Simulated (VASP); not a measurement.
Input of a VASP 6.6.1 run:

The input INCAR:

```
SYSTEM = CaO
PREC = Accurate
ENCUT = 520
EDIFF = 1E-6
ISMEAR = 0
SIGMA = 0.05
LREAL = .FALSE.
LASPH = .TRUE.
NELM = 100
ALGO = Normal
ISIF = 2
LWAVE = .FALSE.
LCHARG = .TRUE.
LELF = .TRUE.
LVHAR = .TRUE.
NBANDS = 24
```

File KPOINTS:

```
Automatic mesh
0
G
  9 9 6
  0 0 0
```

File POSCAR:

```
CaO
1.0
    4.1044845642      0.0000000000      0.0000000000
   -2.0522422821      3.5545879020      0.0000000000
    0.0000000000      0.0000000000      4.5261190449
Ca O
2 2
Direct
    0.3333333333      0.6666666667      0.7500000000
    0.6666666667      0.3333333333      0.2500000000
    0.3333333333      0.6666666667      0.2500000000
    0.6666666667      0.3333333333      0.7500000000
```

Potentials or basis: VASP PAW LDA potentials, release 64 (Ca_sv, O).

Command:

```bash
$ cat potpaw_LDA.64/Ca_sv/POTCAR potpaw_LDA.64/O/POTCAR > POTCAR
$ mpirun -np 1 vasp_std > vasp.out
```

(1) Predict the pressure.

(2) Estimate the band gap on the k mesh.

Results:

(1) -3.0 GPa.

(2) 2.65 eV, direct.

Caveat: an odd mesh through Γ misses points on the zone boundary, where band edges often lie.
